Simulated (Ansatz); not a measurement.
# MgO: the cost of one run

Computed with Ansatz 0.2.0 (DFT r2SCAN, scalar-relativistic, plane waves, PAW, unless a step's input says otherwise).

The COD cell was measured well above room temperature, so it is larger than a cold one.

## 1. The structure to begin with

It takes space group Fm-3m (No. 225, cubic). The conventional cell has a = 4.270 Å, b = 4.270 Å, c = 4.270 Å, α = 90.00°, β = 90.00°, γ = 90.00°. Mg (site symmetry m-3m) is surrounded by 6 O at 2.14 Å. Around O (site symmetry m-3m) lie 6 Mg at 2.14 Å.

As a file:

```xyz
2
Lattice="0.0000 2.1351 2.1351 2.1351 0.0000 2.1351 2.1351 2.1351 0.0000" Properties=species:S:1:pos:R:3 pbc="T T T"
Mg    0.0000    0.0000    0.0000
O     2.1351    2.1351    2.1351
```

The cell is taken as given, not relaxed at this level.

## 2. The reference cell

The reference gives a free energy of -2498.3147 eV, pressure -7.07 GPa, largest force 0.000 eV/Å and gap on the mesh 5.22 eV. It was computed beforehand with the settings of the runs below.

## 3. Next: an energy map of one atom

Atom 2 (O) is moved by p along (0.707, 0.707, 0.000) and q along (0.000, 0.000, 1.000) (Å), all else fixed; its images in the other cells move with it. Points alike by symmetry are run once.

## 4. Point p = -0.600, q = -0.600

Input file input.yaml:

```yaml
crystal:
  lattice:
    - [0.0, 2.13515, 2.13515]
    - [2.13515, 0.0, 2.13515]
    - [2.13515, 2.13515, 0.0]
  atoms:
    - { symbol: Mg, position: [0.0, 0.0, 0.0] }
    - { symbol: O, position: [0.3594946491, 0.3594946491, 0.4418007781] }
basis:
  ecutwfc: 500
kpoints:
  mp_grid: { grid: [10, 10, 10] }
hamiltonian:
  xc: r2scan
scf:
  occupations: { method: gaussian, width: 0.05 }
output:
  forces: true
  stress: true
  eigenvalues: true
  write_density: true
  write_potential: true
  elf: true
  volumetric_format: npy
```

On the command line:

```sh
$ ansatz run input.yaml --threads 1 --pin off --max-ram 2560MiB --backend cpu --events-out ev --progress --plain --runs-dir out
```

**Question.** How long does this run take on 1 thread of Intel Xeon at 2.70GHz, shared host, and how much memory does it need?

About 14 s, with a peak of 0.45 GiB.
